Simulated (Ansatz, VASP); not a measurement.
**TiClO in two plane-wave programs**

Aim: how closely do two programs agree when they are given the same cell, functional and k mesh? The structure shown comes from an earlier Ansatz run, which isn't shown and may have moved the atoms alone.

Method: plane waves, with VASP 6.6.1 beside it; elastic constants at PBEsol, in Ansatz 0.2.0.

### 1. Starting point

Symmetry: Pmmn, No. 59, orthorhombic system. The conventional cell has a = 3.185 Å, b = 3.988 Å, c = 7.954 Å, α = 90.00°, β = 90.00°, γ = 90.00°. Nearest to Ti lie 4 O at 2.00 to 2.06 Å and 2 Cl at 2.39 Å. Nearest to Cl lie 2 Ti at 2.39 Å. Nearest to O lie 4 Ti at 2.00 to 2.06 Å. Farther neighbours and most contacts between anions are not listed.

Coordinates:

```cif
data_structure
_symmetry_space_group_name_H-M 'P 1'
_symmetry_Int_Tables_number 1
_cell_length_a 3.1854
_cell_length_b 3.9877
_cell_length_c 7.9543
_cell_angle_alpha 90.000
_cell_angle_beta 90.000
_cell_angle_gamma 90.000
_cell_volume 101.04
loop_
_atom_site_label
_atom_site_type_symbol
_atom_site_fract_x
_atom_site_fract_y
_atom_site_fract_z
_atom_site_occupancy
Ti1 Ti 0.00000 0.50000 0.08747 1
Ti2 Ti 0.50000 0.00000 0.91253 1
Cl3 Cl 0.50000 0.50000 0.31082 1
Cl4 Cl 0.00000 0.00000 0.68918 1
O5 O 0.50000 0.50000 0.92286 1
O6 O 0.00000 0.00000 0.07714 1
```

### 2. Ansatz: elastic constants, PBEsol

Ansatz runs on its default PAW (the set named soft_2) files.

Elastic constants are differences of stresses under small strains, so they test the stress and the mesh.

input.yaml

```yaml
crystal:
  lattice:
    - [3.1853797775, 0.0, 0.0]
    - [0.0, 3.9877471542, 0.0]
    - [0.0, 0.0, 7.9543082559]
  atoms:
    - { symbol: Ti, position: [0.0, 0.5, 0.0874549119] }
    - { symbol: Ti, position: [0.5, 0.0, 0.9125450881] }
    - { symbol: Cl, position: [0.5, 0.5, 0.3108059964] }
    - { symbol: Cl, position: [0.0, 0.0, 0.6891940036] }
    - { symbol: O, position: [0.5, 0.5, 0.9228484924] }
    - { symbol: O, position: [0.0, 0.0, 0.0771515076] }
kpoints:
  mp_grid: { grid: [4, 4, 4] }
hamiltonian:
  xc: pbesol
scf:
  occupations: { method: methfessel_paxton, width: 0.25 }
output:
  forces: true
  stress: true
  eigenvalues: true
elastic:
  mode: relaxed_ion
  stencil: two_point
  amplitude: 0.01
```

Started as:

```
$ ansatz run input.yaml --threads 8 --pin off --max-ram 16384MiB --backend cpu --events-out ev --progress --plain --runs-dir out
```

Numbers of over 12 decimals in the logs are rounded to 6 here.

The program printed:

```text
Engine: ansatz 0.2.0, aarch64-unknown-linux-gnu
Pseudopotentials: kind: paw
Pseudopotential: Ti, paw, valence charge 12, recommended cutoff 420 eV (normal), Ti.paw.azcp
Pseudopotential: Cl, paw, valence charge 7, recommended cutoff 420 eV (normal), Cl.paw.azcp
Pseudopotential: O, paw, valence charge 6, recommended cutoff 420 eV (normal), O.paw.azcp
Functional definition: PBEsol
  exchange = pbesol_x
  correlation = pbesol_c
Crystal: 6 atoms, lattice volume = 101.040 Å³
Basis set: ecut = 420 eV, 1997 PW (Γ), exchange–correlation on 48×54×108 points (8 copies of the dense FFT grid, shifted against one another)
Bands: 31, of which v1, the nominal top of the filled ones, is band 25 counted from 1 (24 counted from 0)
Symmetry: 8 space group operations
Space group: Pmmn (ITA 59), of the structure as read, at distance tolerance 4.7e-5 Å
k-points: 27 of 64
Non-local potential: Ti, projectors of the file, l = 0: 3, l = 1: 2, l = 2: 3, l = 3: 1
Non-local potential: Cl, projectors of the file, l = 0: 2, l = 1: 2, l = 2: 2
Non-local potential: O, projectors of the file, l = 0: 2, l = 1: 2, l = 2: 1
PAW form: soft (Blöchl's): semilocal exchange-correlation on the pseudo side does not see the compensation charge
PAW frozen core: Ti, regenerated for the run's functional, and the local potential with it (the file was generated under x = pbe(κ = 0.804, μ = 0.219515), c = pbe(β = 0.066725))
PAW frozen core: Cl, regenerated for the run's functional, and the local potential with it (the file was generated under x = pbe(κ = 0.804, μ = 0.219515), c = pbe(β = 0.066725))
PAW frozen core: O, regenerated for the run's functional, and the local potential with it (the file was generated under x = pbe(κ = 0.804, μ = 0.219515), c = pbe(β = 0.066725))
PAW one-centre angular grid: Ti, 590 points (default); XC on 64 Gauss nodes
PAW one-centre angular grid: Cl, 110 points (default); XC on 64 Gauss nodes
PAW one-centre angular grid: O, 110 points (default); XC on 64 Gauss nodes
Initial density: superposition of atomic densities (neutral atoms: chi_scale 0, normalization atom), corrected by the library's trained network
Initial wavefunctions: pseudopotential atomic-orbital guess
Functional: x = pbesol(κ = 0.804, μ = 0.123457), c = pbesol(β = 0.046)
SCF iter   1: F=—  HF=-8200.287249 eV  |F-HF|=—  |Δ(HF+E_count)|=         —  Δρ=1.09e-2  dr2=1.09e-1  ethr=1.77e-3  ⟨swp⟩=5.3  Hψ=3455  notcnv=0
preconditioner: auto → LDOS  [metal: Δε(μ)=0.053 eV  Ē_g=9.138 eV  σ=0.250 eV  W_gap=0.18  n_scr=22 (ndim 8)  ℏωp=21.5 eV  f_vac=0.169  D(μ)=4.84/eV (n_scr^D=42)  β→1.0]
SCF iter   2: F=—  HF=-8200.265824 eV  |F-HF|=—  |Δ(HF+E_count)|=   2.14e-2  S|Δr|=    0.00e0  Δρ=5.18e-3  dr2=1.80e-2  ethr=2.18e-4  ⟨swp⟩=2.4  Hψ=1767  notcnv=0  defer=3
SCF iter   3: F=—  HF=-8200.259184 eV  |F-HF|=—  |Δ(HF+E_count)|=   6.64e-3  S|Δr|=    0.00e0  Δρ=9.24e-4  dr2=1.38e-3  ethr=3.60e-5  ⟨swp⟩=2.2  Hψ=1455  notcnv=0  defer=3
SCF iter   4: F=—  HF=-8200.258979 eV  |F-HF|=—  |Δ(HF+E_count)|=   2.05e-4  S|Δr|=    0.00e0  Δρ=3.90e-4  dr2=1.76e-4  ethr=2.76e-6  ⟨swp⟩=2.0  Hψ=1194  notcnv=0  defer=3
SCF iter   5: F=—  HF=-8200.258923 eV  |F-HF|=—  |Δ(HF+E_count)|=   5.57e-5  S|Δr|=    0.00e0  Δρ=1.12e-4  dr2=1.44e-5  ethr=3.52e-7  ⟨swp⟩=2.0  Hψ=1229  notcnv=0  defer=3
SCF iter   6: F=—  HF=-8200.258882 eV  |F-HF|=—  |Δ(HF+E_count)|=   4.11e-5  S|Δr|=    0.00e0  Δρ=3.20e-5  dr2=1.12e-6  ethr=2.87e-8  ⟨swp⟩=2.3  Hψ=1292  notcnv=0  defer=3
SCF iter   7: F=—  HF=-8200.258887 eV  |F-HF|=—  |Δ(HF+E_count)|=   4.84e-6  S|Δr|=    0.00e0  Δρ=9.72e-6  dr2=8.70e-8  ethr=2.24e-9  ⟨swp⟩=2.0  Hψ=1441  notcnv=0  defer=3
SCF iter   8: F=—  HF=-8200.258887 eV  |F-HF|=—  |Δ(HF+E_count)|=   2.91e-8  S|Δr|=    0.00e0  Δρ=2.35e-6  dr2=4.71e-9  ethr=1.74e-10  ⟨swp⟩=2.0  Hψ=1425  notcnv=0  defer=3
SCF iter   9: F=—  HF=-8200.258887 eV  |F-HF|=—  |Δ(HF+E_count)|=   1.79e-9  S|Δr|=    0.00e0  Δρ=4.33e-7  dr2=1.13e-10  ethr=9.42e-12  ⟨swp⟩=2.0  Hψ=1460  notcnv=0  defer=3
SCF iter  10: F=—  HF=-8200.258887 eV  |F-HF|=—  |Δ(HF+E_count)|=  1.00e-10  S|Δr|=    0.00e0  Δρ=8.30e-8  dr2=3.47e-12  ethr=2.26e-13 (applied; sched 1.00e-12)  ⟨swp⟩=2.3  Hψ=1565  notcnv=0  defer=3
SCF iter  11: F=—  HF=-8200.258887 eV  |F-HF|=—  |Δ(HF+E_count)|=  9.09e-12  S|Δr|=    0.00e0  Δρ=2.28e-8  dr2=4.31e-13  ethr=6.94e-15 (applied; sched 1.00e-12)  ⟨swp⟩=2.0  Hψ=1262  notcnv=0  defer=3
SCF iter  12: F=-8200.258887 eV  HF=-8200.258887 eV  |F-HF|=1.82e-12  |Δ(HF+E_count)|=    0.00e0  S|Δr|=    0.00e0  Δρ=3.97e-9  dr2=1.66e-14  ethr=1.00e-12  ⟨swp⟩=5.5  Hψ=2905  notcnv=0
SCF 1 converged in 12 iterations: F = -8200.258887 eV  dr2 = 1.66e-14
  greatest PAW one-centre occupation: 0.999 electrons in one spin orbital (limit 2), on the Ti atom at site 1 (counted from 0), in its partial waves of l = 0
[...]
SCF iter   2: F=—  HF=-8200.257547 eV  |F-HF|=—  |Δ(HF+E_count)|=   2.68e-5  S|Δr|=    0.00e0  Δρ=8.63e-7  dr2=1.99e-10  ethr=3.38e-13 (applied; sched 1.00e-12)  ⟨swp⟩=3.1  Hψ=2136  notcnv=0
SCF iter   3: F=—  HF=-8200.257547 eV  |F-HF|=—  |Δ(HF+E_count)|=  2.91e-11  S|Δr|=    0.00e0  Δρ=4.19e-7  dr2=4.25e-11  ethr=3.99e-13 (applied; sched 1.00e-12)  ⟨swp⟩=1.1  Hψ=932  notcnv=0
[...]
E_nonlocal   = 169.884189
  E_hartree    = 2619.992979
  E_xc         = -552.926716
  E_vxc        = -675.318457  (∫ρ·V_xc dr)
  E_paw        = -3631.497715  (= ΣΔE_a)
  E_vpaw       = -403.881393  (= ΣTr[D̂ρ^β])
  E_aug_tail   = 0.005295  (compensation charges beyond the density's cutoff)
  E_ewald      = -1941.499829
  E_core_change = 0.506209  (= ΣΔE_core)
  E_smearing   = -0.027056  (= −TS)
  E_closure    = -0.000000  (closes the sum)
  Σ components = -8200.258887   (vs F -8200.258887, Δ=0.00e0)
--- Forces (eV/Å), atoms counted from 1 ---
  atom   1  Ti     0.00000000     0.00000000     0.00000032
  atom   2  Ti     0.00000000     0.00000000    -0.00000032
  atom   3  Cl     0.00000000     0.00000000    -0.00000794
  atom   4  Cl     0.00000000     0.00000000     0.00000794
  atom   5  O      0.00000000     0.00000000     0.00001497
  atom   6  O      0.00000000     0.00000000    -0.00001497
  max |Σ_I F_I| component: 0.00e0 eV/Å
--- Stress (GPa, compression-positive) ---
        0.020164       0.000000       0.000000
        0.000000       0.002676       0.000000
        0.000000       0.000000      -0.010212
  P = ⅓ Tr σ = 0.0042 GPa (0.042 kbar)
--- Band table (eV; the first three rows and the last of 27) ---
  k-point 0: bands = [... 21 lower, 4.2210, 4.2641, 4.7792, 6.9682, 7.0985, 8.1320, 8.1896, 8.6947, ... 2 higher]
  k-point 1: bands = [... 21 lower, 4.1685, 4.2951, 4.7469, 6.9682, 7.1013, 8.1535, 8.1921, 8.6637, ... 2 higher]
  k-point 2: bands = [... 21 lower, 4.0697, 4.3312, 4.7094, 6.9683, 7.1050, 8.1776, 8.1937, 8.6301, ... 2 higher]
  k-point 26: bands = [... 21 lower, 2.9392, 4.1463, 4.1463, 8.7423, 8.7423, 8.7478, 8.7478, 8.9941, ... 2 higher]
--- Elastic constants: 6 strain directions × 2 members + reference (group order 8) ---
  dense FFT box of the reference and of every strained cell: 24×27×54
  strains applied: 11, 22, 33, 23, 13, 12; error gains: componentwise 1.00 (the most a stress slope's error grows in a printed constant), spectral 1.00 (1 for all six strains in a standard setting)
  reference relaxed by the batch: 5 steps; max|allowed force component| 6.69e-4 eV/Å at the deck's positions, 1.50e-5 at the last accepted step, 1.50e-5 by the solve of record
  largest displacement 1.4e-4 Å; the constants are those of the deck's cell at these positions:
  atoms:
    - { symbol: Ti, position: [0, 0.500000, 0.087468] }
    - { symbol: Ti, position: [0.500000, 0, 0.912532] }
    - { symbol: Cl, position: [0.500000, 0.500000, 0.310824] }
    - { symbol: Cl, position: [0, 0, 0.689176] }
    - { symbol: O, position: [0.500000, 0.500000, 0.922855] }
    - { symbol: O, position: [0, 0, 0.077145] }
  C = ∂σ_k/∂η_j (tension-positive GPa; Voigt order 11 22 33 23 13 12):
       125.985    -13.683      2.561      0.000      0.000      0.000
       -16.005    205.112      2.349      0.000      0.000      0.000
         2.461      2.221      5.105      0.000      0.000      0.000
         0.000      0.000      0.000      2.293      0.000      0.000
         0.000      0.000      0.000      0.000      2.818      0.000
         0.000      0.000      0.000      0.000      0.000     42.861
  reference stress σ⁰ (GPa):     -0.020     -0.003      0.010     -0.000     -0.000     -0.000
  C* (energy form; C + prestress term) asymmetry max|C*_kj − C*_jk| = 2.305e0 GPa — a small one proves nothing (zero by symmetry where the batch's group is 432, −43m or m−3m); a large one is finite-difference/SCF noise where every solve meets its electron count
  moduli (Voigt/Reuss/Hill, GPa): K = 35.12/5.00/20.06   G = 32.68/4.52/18.60   E = 42.63   ν = 0.146
  mechanically stable: yes (min eigenvalue of sym C = 2.29 GPa)
  strain η (Voigt 11):  stress-route row diagonal C_11 = 125.98 GPa, energy-path curvature d²(F+E_count+ΔE)/dδ²/Ω₀ = 125.44 GPa
         δ    σ_11 (GPa)             F (eV)   n_scf  n_hpsi   n_pw
    -1.000e-2      -1.3422       -8200.2545396       9   14638   1981   relax 5 steps, max|allowed force component| 1.77e-5 eV/Å
     1.000e-2       1.1774       -8200.2552729      10   15779   2025   relax 5 steps, max|allowed force component| 6.06e-6 eV/Å
  strain η (Voigt 22):  stress-route row diagonal C_22 = 205.11 GPa, energy-path curvature d²(F+E_count+ΔE)/dδ²/Ω₀ = 203.04 GPa
         δ    σ_22 (GPa)             F (eV)   n_scf  n_hpsi   n_pw
    -1.000e-2      -2.1743       -8200.2521513      10   15405   1989   relax 6 steps, max|allowed force component| 2.76e-6 eV/Å
     1.000e-2       1.9280       -8200.2527876      10   15952   2019   relax 4 steps, max|allowed force component| 3.27e-5 eV/Å
  strain η (Voigt 33):  stress-route row diagonal C_33 = 5.10 GPa, energy-path curvature d²(F+E_count+ΔE)/dδ²/Ω₀ = 5.01 GPa
         δ    σ_33 (GPa)             F (eV)   n_scf  n_hpsi   n_pw
    -1.000e-2      -0.0503       -8200.2587602       8   14340   1993   relax 4 steps, max|allowed force component| 5.89e-6 eV/Å
     1.000e-2       0.0518       -8200.2588177      10   15817   2023   relax 4 steps, max|allowed force component| 6.41e-6 eV/Å
  strain η (Voigt 23):  stress-route row diagonal C_44 = 2.29 GPa, energy-path curvature d²(F+E_count+ΔE)/dδ²/Ω₀ = 2.30 GPa
         δ    σ_23 (GPa)             F (eV)   n_scf  n_hpsi   n_pw
    -1.000e-2      -0.0229       -8200.2588037      10   17867   2001   relax 7 steps, max|allowed force component| 4.40e-6 eV/Å
     1.000e-2       0.0229       -8200.2588037      10   17879   2001   relax 4 steps, max|allowed force component| 8.62e-6 eV/Å
  strain η (Voigt 13):  stress-route row diagonal C_55 = 2.82 GPa, energy-path curvature d²(F+E_count+ΔE)/dδ²/Ω₀ = 2.87 GPa
         δ    σ_13 (GPa)             F (eV)   n_scf  n_hpsi   n_pw
    -1.000e-2      -0.0282       -8200.2588219      10   17707   1996   relax 7 steps, max|allowed force component| 4.64e-5 eV/Å
     1.000e-2       0.0282       -8200.2588219      10   17784   1996   relax 6 steps, max|allowed force component| 2.26e-5 eV/Å
  strain η (Voigt 12):  stress-route row diagonal C_66 = 42.86 GPa, energy-path curvature d²(F+E_count+ΔE)/dδ²/Ω₀ = 42.54 GPa
         δ    σ_12 (GPa)             F (eV)   n_scf  n_hpsi   n_pw
    -1.000e-2      -0.4286       -8200.2575473      10   17826   2005   relax 3 steps, max|allowed force component| 2.44e-5 eV/Å
     1.000e-2       0.4286       -8200.2575473       9   16541   2005   relax 2 steps, max|allowed force component| 3.46e-5 eV/Å
[key lines of the parts left out:]
SCF converged after 10 iterations
Free energy (F): -8200.258887 eV
Fermi energy:    7.544192 eV
```

In the SCF lines HF is the Harris–Foulkes energy and dr2 the Hartree energy of the density residual, in eV; the loop may stop once dr2 is under the threshold and the program's other checks hold. Hψ counts applications of the Hamiltonian.

[end of part 1 of 2]

[Lines on the potential files, build, host, timing and source positions are cut from VASP's logs without a mark.]

[Logs are printed without paths, hosts, clocks, repeated set-up lines and the standing remarks that a program may print on its own settings, such as how far it seeks lower states.]

[Hosts, paths, dates, database ids (printed as entryN), source tags and the programs' standing remarks are cut or masked in the printed files.]
